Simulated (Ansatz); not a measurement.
# In2O3 (R-3c) in Ansatz: band structure with r2SCAN

Aim: the band structure of In2O3 with r2SCAN.

Program: Ansatz 0.2.0. These are calculated values, not measurements. Logs are shortened: lines on timing, memory, paths and dates and some standing lists are left out, and cuts for length are marked.

**Measured values to compare with.**

“Fabrication and performance enhancement of an In2O3/BiVO4 heterojunction for N-butanol gas sensing applications”, 2024, pmc:11650617 reports, for a powder of In2O3: band gap 3.08 eV (optical).

How close the calculation comes is told below.

## 1. Starting point

The structure is trigonal, space group R-3c (No. 167). The conventional cell has a = 5.487 Å, b = 5.487 Å, c = 14.510 Å, α = 90.00°, β = 90.00°, γ = 120.00°. Around In (site symmetry 3) lie 6 O at 2.12 to 2.26 Å. Around O (site symmetry 2) lie 4 In at 2.12 to 2.26 Å.

## 2. Band structure, r2SCAN

Input file input.yaml:

```yaml
crystal:
  lattice:
    - [2.7435, 1.5839604635, 4.8366666667]
    - [-2.7435, 1.5839604635, 4.8366666667]
    - [0.0, -3.167920927, 4.8366666667]
  atoms:
    - { symbol: In, position: [0.85731, 0.85731, 0.85731] }
    - { symbol: In, position: [0.64269, 0.64269, 0.64269] }
    - { symbol: In, position: [0.14269, 0.14269, 0.14269] }
    - { symbol: In, position: [0.35731, 0.35731, 0.35731] }
    - { symbol: O, position: [0.048, 0.75, 0.452] }
    - { symbol: O, position: [0.75, 0.452, 0.048] }
    - { symbol: O, position: [0.452, 0.048, 0.75] }
    - { symbol: O, position: [0.952, 0.25, 0.548] }
    - { symbol: O, position: [0.25, 0.548, 0.952] }
    - { symbol: O, position: [0.548, 0.952, 0.25] }
hamiltonian:
  xc: r2scan
  pseudopotentials: { kind: paw }
kpoints:
  mp_grid: { grid: [6, 6, 6] }
  band_path:
    path:
      - [[0.0, 0.0, 0.0], [0.5, 0.0, 0.0], [0.5, 0.2381665116, -0.2381665116]]
      - [[0.7618334884, 0.5, 0.2381665116], [0.5, 0.5, 0.5], [0.0, 0.0, 0.0], [0.3690832558, 0.0, -0.3690832558]]
      - [[0.6309167442, 0.3690832558, 0.0], [0.5, 0.5, 0.0], [0.6309167442, 0.6309167442, 0.2381665116], [0.5, 0.5, 0.5]]
      - [[0.5, 0.0, 0.0], [0.7618334884, 0.3690832558, 0.3690832558]]
    npoints: 10
scf:
  occupations: { method: fermi_dirac, width: 0.05 }
  n_extra_bands: 25
output:
  forces: true
  stress: true
  eigenvalues: true
  fatbands: false
```

Potentials or basis: Ansatz PAW.

Run with:

```sh
> ansatz run input.yaml --threads 4 --pin off --max-ram 11264MiB --backend cpu --events-out ev --progress --plain --runs-dir out
```

Log:

```text
Warning: RAYON_NUM_THREADS=4 ignored (pool sized by the plan → 4); use --threads N
scf.n_extra_bands = 25 over 44 filled bands (N_el = 88.0): the run solves 69 bands
Engine: ansatz 0.2.0, aarch64-unknown-linux-gnu
Pseudopotentials: kind: paw
Pseudopotential: In, paw, valence charge 13, recommended cutoff 500 eV (meta_gga), In.paw.azcp
Pseudopotential: O, paw, valence charge 6, recommended cutoff 500 eV (meta_gga), O.paw.azcp
Functional definition: r2SCAN
  parameter k0 = 0.174
  parameter k1 = 0.065
  parameter a1 = 4.9479
  exchange = r2scan_x(k0 = k0, k1 = k1, a1 = a1)
  correlation = r2scan_c
Crystal: 10 atoms, lattice volume = 126.109 Å³
Basis set: ecut = 500 eV, 3227 PW (Γ), exchange–correlation on 180×180×180 points (64 copies of the dense FFT grid, shifted against one another)
Bands: 69, of which v1, the nominal top of the filled ones, is band 44 counted from 1 (43 counted from 0)
Symmetry: 12 space group operations
Space group: R-3c (ITA 167), of the structure as read, at distance tolerance 5.0e-5 Å
k-points: 32 of 216
Non-local potential: In, projectors of the file, l = 0: 2, l = 1: 2, l = 2: 2, l = 3: 2
Non-local potential: O, projectors of the file, l = 0: 2, l = 1: 2, l = 2: 1
PAW form: soft (Blöchl's): semilocal exchange-correlation on the pseudo side does not see the compensation charge
PAW frozen core: In, regenerated for the run's functional (the file was generated under x = pbe(κ = 0.804, μ = 0.2195149727645171), c = pbe(β = 0.06672455060314922))
PAW frozen core: O, regenerated for the run's functional (the file was generated under x = pbe(κ = 0.804, μ = 0.2195149727645171), c = pbe(β = 0.06672455060314922))
PAW one-centre angular grid: In, 590 points (default); XC on 289 of its mesh's 2783 points in the sphere
PAW one-centre angular grid: O, 302 points (default); XC on 160 Gauss nodes
Initial density: superposition of atomic densities (neutral atoms: chi_scale 0, normalization atom), corrected by the library's trained network
Initial wavefunctions: pseudopotential atomic-orbital guess
Functional: x = r2scan, c = r2scan; τ floored in thin density (d = 2e-4 eV/Å³)
SCF iter   1: F=—  HF=-25861.302924 eV  |F-HF|=—  |Δ(HF+E_count)|=         —  Δρ=1.18e-2  dr2=1.25e-1  dr2_τ=3.47e-1  ethr=1.77e-3  ⟨swp⟩=5.2  Hψ=9655  notcnv=0  defer=378
preconditioner: auto → Resta (q_TF=auto, 2.569 Å⁻¹)  ε∞=3.1  [insulator: Δε(μ)=1.935 eV  Ē_g=21.517 eV  σ=0.050 eV  W_gap=1.00  n_scr=32 (ndim 8)  ℏωp=31.0 eV  f_vac=0.020  D(μ)=0.00/eV (n_scr^D=0)  ε∞_Penn≈3.1]
SCF iter   2: F=—  HF=-25861.458228 eV  |F-HF|=—  |Δ(HF+E_count)|=   1.55e-1  Δρ=6.22e-3  dr2=2.71e-2  dr2_τ=2.16e-3  ethr=1.42e-4  ⟨swp⟩=2.0  Hψ=4134  notcnv=0  defer=626
SCF iter   3: F=—  HF=-25861.456431 eV  |F-HF|=—  |Δ(HF+E_count)|=   1.80e-3  Δρ=9.85e-4  dr2=7.66e-4  dr2_τ=1.30e-4  ethr=3.08e-5  ⟨swp⟩=2.0  Hψ=2798  notcnv=0  defer=626
SCF iter   4: F=—  HF=-25861.456598 eV  |F-HF|=—  |Δ(HF+E_count)|=   1.67e-4  Δρ=2.26e-4  dr2=3.36e-5  dr2_τ=7.19e-6  ethr=8.70e-7  ⟨swp⟩=2.7  Hψ=3053  notcnv=0  defer=626
SCF iter   5: F=—  HF=-25861.456691 eV  |F-HF|=—  |Δ(HF+E_count)|=   9.35e-5  Δρ=6.66e-5  dr2=5.44e-6  dr2_τ=4.32e-7  ethr=3.82e-8  ⟨swp⟩=2.0  Hψ=2158  notcnv=0  defer=626
SCF iter   6: F=—  HF=-25861.456692 eV  |F-HF|=—  |Δ(HF+E_count)|=   3.14e-7  Δρ=1.61e-5  dr2=3.60e-7  dr2_τ=2.76e-8  ethr=6.18e-9  ⟨swp⟩=2.0  Hψ=2954  notcnv=0  defer=626
SCF iter   7: F=-25861.456692 eV  HF=-25861.456692 eV  |F-HF|=6.56e-9  |Δ(HF+E_count)|=   1.11e-8  Δρ=4.44e-6  dr2=2.72e-8  dr2_τ=1.93e-9  ethr=1.14e-10  ⟨swp⟩=12.9  Hψ=13342  notcnv=0
SCF 1 converged in 7 iterations: F = -25861.456692 eV  dr2 = 2.72e-8
NSCF: frozen V_eff on 94 k-points
SCF converged after 7 iterations
Free energy (F): -25861.456692 eV
Harris-Foulkes:  -25861.456692 eV  (|F-HF|=6.56e-9)
Internal energy: -25861.456692 eV  (E = F + TS)
E sigma→0 (E₀):  -25861.456692 eV
Fermi energy:    9.643852 eV
--- Per-component energies (eV) ---
  E_band       = -18.268829
  E_kinetic    = 2042.140876
  E_local      = -5877.460382  (includes V_loc(G=0)·N_el)
  E_nonlocal   = 1775.631885
  E_hartree    = 2269.545558
  E_xc         = -1237.655879
  E_vxc        = -1050.693880  (∫ρ·V_xc dr)
  E_paw        = -17726.225898  (= ΣΔE_a)
  E_vpaw       = -1515.162668  (= ΣTr[D̂ρ^β])
  E_aug_tail   = 0.005977  (compensation charges beyond the density's cutoff)
  E_vtau       = 68.172827  (kinetic-family band-sum trace: ∫τ·v_τ [+ j·A + Jᵃ·Aᵃ] dr)
  E_ewald      = -7111.109369
  E_core_change = 3.670538  (= ΣΔE_core)
  E_smearing   = -0.000000  (= −TS)
  E_closure    = -0.000000  (closes the sum)
  Σ components = -25861.456692   (vs F -25861.456692, Δ=0.00e0)
--- Forces (eV/Å), atoms counted from 1 ---
  atom   1  In    -0.00000000     0.00000000    -0.08251393
  atom   2  In     0.00000000     0.00000000     0.08251393
  atom   3  In     0.00000000     0.00000000     0.08251393
  atom   4  In    -0.00000000    -0.00000000    -0.08251393
  atom   5  O     -0.06527786    -0.11306456     0.00000000
  atom   6  O     -0.06527786     0.11306456     0.00000000
  atom   7  O      0.13055571     0.00000000     0.00000000
  atom   8  O      0.06527786     0.11306456    -0.00000000
  atom   9  O      0.06527786    -0.11306456    -0.00000000
  atom  10  O     -0.13055571    -0.00000000    -0.00000000
  max |Σ_I F_I| component: 2.78e-17 eV/Å
--- Stress (GPa, compression-positive) ---
        2.315369       0.000000       0.000000
        0.000000       2.315369       0.000000
        0.000000      -0.000000       1.557673
  P = ⅓ Tr σ = 2.0628 GPa (20.628 kbar)
--- Band table (eV; the first three rows and the last of 32) ---
  k-point 0: bands = ["-9.9560", "-9.0903", "-9.0903", "-8.8864", "-8.8864", "-8.7971", "-4.0654", "-4.0654", "-3.9129", "-3.9129", "-3.8997", "-3.7780", "-3.7446", "-3.7446", "-3.7024", "-3.7024", "-3.6477", "-3.6477", "-3.5590", "-3.5329", "-3.5307", "-3.5307", "-3.2465", "-3.2465", "-2.5576", "-2.5576", "3.0118", "3.3952", "4.5579", "4.5579", "5.2994", "5.6610", "5.9238", "5.9238", "6.0618", "7.8477", "7.8477", "8.1367", "8.2053", "8.2053", "8.3273", "8.3273", "8.5700", "8.5700", "10.4824", "14.8821", "15.6772", "16.6413", "18.7013", "18.7013", "18.7200", "18.8681", "19.3659", "19.3659", "19.9116", "20.2994", "20.2994", "21.7653", "21.7653", "22.1977", "24.0774", "24.0774", "25.1577", "27.0579", "27.1415", "27.6758", "27.9198", "27.9198", "28.4462"]
  k-point 1: bands = ["-9.8814", "-9.0820", "-9.0756", "-8.9528", "-8.9024", "-8.8220", "-4.0458", "-4.0351", "-3.9297", "-3.9176", "-3.8814", "-3.7893", "-3.7353", "-3.7339", "-3.7186", "-3.7045", "-3.6630", "-3.6491", "-3.5575", "-3.5376", "-3.5284", "-3.4740", "-3.2712", "-3.2330", "-2.6722", "-2.5942", "3.1293", "3.3689", "4.2551", "4.9407", "5.0898", "5.7378", "6.1081", "6.3436", "6.5196", "7.1322", "7.7116", "7.7535", "8.1117", "8.1138", "8.3400", "8.3931", "8.4147", "8.5439", "11.3055", "15.1946", "15.5255", "16.3526", "17.6211", "18.1492", "19.0135", "19.0950", "19.8291", "19.9597", "20.1164", "20.3247", "20.3703", "21.8082", "22.0293", "22.0625", "23.3803", "24.2509", "25.2260", "26.0690", "26.4801", "26.7279", "27.3272", "27.7643", "28.5690"]
  k-point 2: bands = ["-9.6791", "-9.1448", "-9.0496", "-9.0328", "-8.9446", "-8.8844", "-4.0181", "-3.9800", "-3.9237", "-3.9036", "-3.8575", "-3.8078", "-3.7698", "-3.7503", "-3.7142", "-3.7094", "-3.6610", "-3.6345", "-3.5954", "-3.5394", "-3.5237", "-3.3753", "-3.2612", "-3.1918", "-2.8980", "-2.7271", "3.3722", "3.6036", "3.8332", "4.9917", "5.4919", "5.9740", "6.0991", "6.5431", "6.9240", "7.0601", "7.3184", "7.4246", "7.9520", "7.9884", "7.9999", "8.0636", "8.4566", "8.5970", "12.7582", "15.2689", "15.3573", "15.6337", "17.2159", "17.7623", "18.7658", "19.4599", "19.6187", "19.7448", "20.2178", "20.8737", "21.3339", "21.6820", "21.9752", "22.9245", "23.2200", "24.1360", "24.3860", "25.0683", "25.6170", "25.8051", "26.5894", "27.1954", "28.2294"]
  k-point 31: bands = ["-9.4111", "-9.4111", "-8.9904", "-8.9904", "-8.9904", "-8.9904", "-3.9548", "-3.9548", "-3.9443", "-3.9443", "-3.9443", "-3.9443", "-3.7686", "-3.7686", "-3.7686", "-3.7686", "-3.5464", "-3.5464", "-3.5464", "-3.5464", "-3.4431", "-3.4431", "-2.9906", "-2.9906", "-2.9906", "-2.9906", "3.6553", "3.6553", "5.0672", "5.0672", "5.6763", "5.6763", "5.6763", "5.6763", "6.5866", "6.5866", "7.5001", "7.5001", "7.5001", "7.5001", "8.4094", "8.4094", "8.4094", "8.4094", "13.6324", "13.6324", "16.6092", "16.6092", "17.6317", "17.6317", "19.2122", "19.2122", "19.2122", "19.2122", "21.3559", "21.3559", "21.3559", "21.3559", "21.5065", "21.5065", "23.4009", "23.4009", "25.3753", "25.3753", "25.3753", "25.3753", "27.8695", "27.8695", "27.8695"]
```

Wall time 21 s (4 threads of Arm Neoverse V1, shared host); peak memory 1.1 GiB.

Results:

* Free energy: -25861.4567 eV
* Pressure: 2.1 GPa
* Largest force: 0.131 eV/Å
* Band gap on the k mesh: 1.89 eV, indirect (least direct gap 1.91 eV)
* Band gap along the path: 1.88 eV, indirect (least direct gap 1.91 eV)

Forces in eV/Å, atoms in the order of the input:
```
In   0.000  0.000 -0.083
In   0.000  0.000  0.083
In   0.000  0.000  0.083
In   0.000  0.000 -0.083
O   -0.065 -0.113  0.000
O   -0.065  0.113  0.000
O    0.131  0.000  0.000
O    0.065  0.113  0.000
O    0.065 -0.113  0.000
O   -0.131  0.000  0.000
```

Levels at the corners of the path, in eV from the valence-band top:
```tsv
point	band 42	band 43	band 44	band 45	band 46	band 47
Γ	-0.27	-0.03	-0.03	1.88	6.28	7.08
L	-0.73	-0.07	-0.07	5.61	5.61	6.65
B1	-0.35	-0.15	-0.15	6.30	6.30	6.61
B	-0.35	-0.15	-0.15	6.30	6.30	6.61
Z	-0.19	-0.19	-0.19	5.03	5.03	8.01
Γ	-0.27	-0.03	-0.03	1.88	6.28	7.08
X	-0.26	-0.20	-0.06	6.01	6.21	6.43
Q	-0.26	-0.20	-0.06	6.01	6.21	6.43
F	-0.33	-0.08	-0.03	5.89	6.18	7.23
P1	-0.37	-0.31	-0.10	6.17	6.31	6.43
Z	-0.19	-0.19	-0.19	5.03	5.03	8.01
L	-0.73	-0.07	-0.07	5.61	5.61	6.65
P	-0.37	-0.31	-0.10	6.17	6.31	6.43
```

Caveat: spin-orbit coupling is left out, which moves the levels of the heavy elements; the PAW data sets come from PBE, with cores solved anew for the run's functional, which leaves a small shift of forces and pressure.

## 3. Against experiment

Step 2. Measured gap of In2O3: 3.08 eV (optical; powder; “Fabrication and performance enhancement of an In2O3/BiVO4 heterojunction for N-butanol gas sensing applications”, 2024, pmc:11650617). This calculation gives 1.88 eV (-1.20 eV). Spin-orbit coupling on In is left out. The value is that of r2SCAN, without temperature or zero-point motion.
